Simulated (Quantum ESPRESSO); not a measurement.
The system is Sn.

```
Sn
1.0
    -1.72654    1.77555    2.33834
     1.72654   -1.77555    2.33834
     1.72654    1.77555   -2.33834
Sn
1
Direct
  0.00000 0.00000 0.00000
```

This isn't the form of Sn at room conditions, which is tetragonal (white tin).

* Program: Quantum ESPRESSO 7.5
* Task: single point
* Functional: PBEsol
* Potentials or basis: GBRV 1.5 PBEsol
* Cutoff: 925 eV
* Density cutoff: 7401 eV
* k mesh: 11 × 11 × 11
* Occupations: fermi-dirac, width 0.05 eV
* Spin: no spin polarisation

On this cell: pressure -3.9 GPa; band gap on the k mesh none (metal or under the smearing width).

The same run follows on a disturbed copy (cell strained at random at fixed volume):

```xyz
1
Lattice="-1.6658 1.7656 2.2958 1.7444 -1.7991 2.3793 1.6824 1.8152 -2.3212" Properties=species:S:1:pos:R:3 pbc="T T T"
Sn   -0.0176    0.0062   -0.0314
```

Question: What does the disturbed cell give?

Answer: The energy (extrapolated to zero smearing) moves by +4.9 meV/atom; pressure -3.8 GPa; band gap on the k mesh none (metal or under the smearing width).

Stress tensor (GPa, compression positive):
```
-3.00 -0.01 -0.57
-0.01 -4.74  0.15
-0.57  0.15 -3.70
```
